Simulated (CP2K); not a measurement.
Crystal: TiC.

```
CELL_PARAMETERS angstrom
3.06279 0.00000 0.00000
1.53139 2.65245 0.00000
1.53139 0.88415 2.50076
ATOMIC_POSITIONS crystal
Ti 0.00000 0.00000 0.00000
C 0.50000 0.50000 0.50000
```

The cell is a database's computed one.

Base run:

```yaml
Program: CP2K 2026.2
Functional: r2SCAN
Potentials_or_basis: POTENTIAL_UZH Ti GTH-PBE-q12, C GTH-PBE-q4; TZVP-MOLOPT-PBE-GTH basis
Density_cutoff: 9184 eV
k_mesh: 11 × 11 × 11
Occupations: fermi-dirac, width 0.05 eV
Spin: no spin polarisation
```

Its results: band gap on the k mesh none (metal or under the smearing width); pressure -0.3 GPa.

Q: The run is repeated on the same cell with these changes: functional from r2SCAN to PW91. What comes out?

A: Band gap on the k mesh none (metal or under the smearing width); pressure 0.8 GPa.

Caveats: the potentials were made for another functional, which shifts forces and pressure; the basis of atomic orbitals isn't converged, which shifts pressures, moduli and gaps.
